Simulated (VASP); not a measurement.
Si, 1 atom in the cell. Symmetry: P6/mmm, No. 191, hexagonal system. Conventional cell: a = 2.621 Å, b = 2.621 Å, c = 2.466 Å, α = 90.00°, β = 90.00°, γ = 120.00°. Si (site symmetry 6/mmm) has 8 Si at 2.47 to 2.62 Å as nearest neighbours. This isn't the form of Si at room conditions, which is diamond.

| Item | Value |
| --- | --- |
| Program | VASP 6.6.1 |
| Task | core levels |
| Functional | PBE |
| Potentials or basis | VASP PAW PBE potentials, release 64 (Si) |
| Cutoff | 520 eV |
| k mesh | 12 × 12 × 11 |
| Occupations | gaussian, width 0.02 eV |
| Spin | no spin polarisation |
| Further INCAR settings | ALGO = Normal; EDIFF = 1e-06 |

Potentials or basis: VASP PAW PBE potentials, release 64 (Si).

Run with:

```console
$ cat potpaw_PBE.64/Si/POTCAR > POTCAR
$ mpirun -np 1 vasp_std > vasp.out
```

Hardware: 1 thread of Intel(R) Xeon(R) Platinum 8559C (Emerald Rapids) (shared host).

Question: Estimate the wall time of this run.

Answer: Run time: 3.3 s on 1 thread of Intel(R) Xeon(R) Platinum 8559C (Emerald Rapids), on a shared host, peak memory 0.11 GiB. Counts: scf iterations 10, k points 114.
